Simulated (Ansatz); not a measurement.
What a change of settings does to a run on Ag

The structure comes from a relaxation in the same program, started in the sc type, and has space group Pm-3m. Whether it is a known phase or the ground state wasn't checked.

First run: DFT, PBEsol, all-electron LAPW, scalar-relativistic (Ansatz 0.2.0).

Command: `ansatz run input.yaml --threads 1 --pin off --max-ram 2048MiB --backend cpu --events-out ev --progress --plain --runs-dir out` The run took about 7.6 s on 1 thread of a shared machine.

```yaml
crystal:
  lattice:
    - [2.7514544691, 0.0, 0.0]
    - [0.0, 2.7514544691, 0.0]
    - [0.0, 0.0, 2.7514544691]
  atoms:
    - { symbol: Ag, position: [0.0, 0.0, 0.0] }
kpoints:
  mp_grid: { grid: [12, 12, 12] }
  band_path:
    path:
      - [0.0, 0.0, 0.0]
      - [0.0, 0.5, 0.0]
      - [0.5, 0.5, 0.0]
      - [0.0, 0.0, 0.0]
      - [0.5, 0.5, 0.5]
      - [0.0, 0.5, 0.0]
      - [0.5, 0.5, 0.5]
      - [0.5, 0.5, 0.0]
    npoints: 5
scf:
  occupations: { method: fermi_dirac, width: 0.05 }
hamiltonian:
  xc: pbesol
  pseudopotentials: { kind: all_electron, lapw: { basis_error: 0.00025 } }
output:
  forces: true
  stress: true
  eigenvalues: true
```

Result: converged; pressure -5.21 GPa; 6 SCF iterations.

A second run of a changed input logged this at its end:

```
        0.000000      13.342735       0.000000
        0.000000       0.000000      13.342735
  P = ⅓ Tr σ = 13.3427 GPa (133.427 kbar)
--- Band table (eV; the first three rows and the last of 84) ---
  k-point 0: bands = ["-341.9978", "-341.9978", "-341.9897", "-341.9897", "-341.9897", "-78.4880", "-41.8560", "-41.8560", "-41.8560", "7.6654", "7.7758", "7.7758", "10.5538", "10.5538", "10.5538", "27.8869", "27.8869", "27.8869", "32.7783", "32.7783", "33.5065", "41.1302", "41.1302", "41.1302", "49.1075", "49.1075", "51.7449"]
  k-point 1: bands = ["-341.9978", "-341.9978", "-341.9897", "-341.9897", "-341.9897", "-78.4872", "-41.8658", "-41.8552", "-41.8552", "7.7683", "7.7932", "7.9254", "10.4893", "10.4893", "10.5591", "26.4475", "28.1136", "28.1136", "32.6603", "33.1224", "34.7942", "40.7868", "41.1262", "41.1262", "47.3332", "49.6625", "49.6625"]
  k-point 2: bands = ["-341.9978", "-341.9978", "-341.9897", "-341.9897", "-341.9897", "-78.4851", "-41.8926", "-41.8532", "-41.8532", "7.8414", "7.9113", "8.5213", "10.3174", "10.3174", "10.5737", "23.9430", "28.7649", "28.7649", "32.3321", "33.1631", "37.7949", "40.0907", "40.9569", "40.9569", "44.7738", "48.0335", "48.0335"]
  k-point 83: bands = ["-341.9978", "-341.9978", "-341.9897", "-341.9897", "-341.9897", "-78.4542", "-41.9738", "-41.9738", "-41.9738", "8.3501", "8.3501", "8.3501", "11.3263", "11.3263", "22.3014", "22.3014", "22.3014", "24.4419", "28.0138", "28.0138", "28.0138", "28.7466", "50.1763", "50.1763", "50.1763", "52.0784", "52.0784"]
```

Problem. What was wrong with the input?

Solution. A smearing of electronvolts, by this change (others could give a like log):
```diff
@@ -20,5 +20,6 @@
     npoints: 5
 scf:
-  occupations: { method: fermi_dirac, width: 0.05 }
+  occupations: { method: gaussian, width: 5.0 }
+  max_iter: 100
 hamiltonian:
   xc: pbesol
```
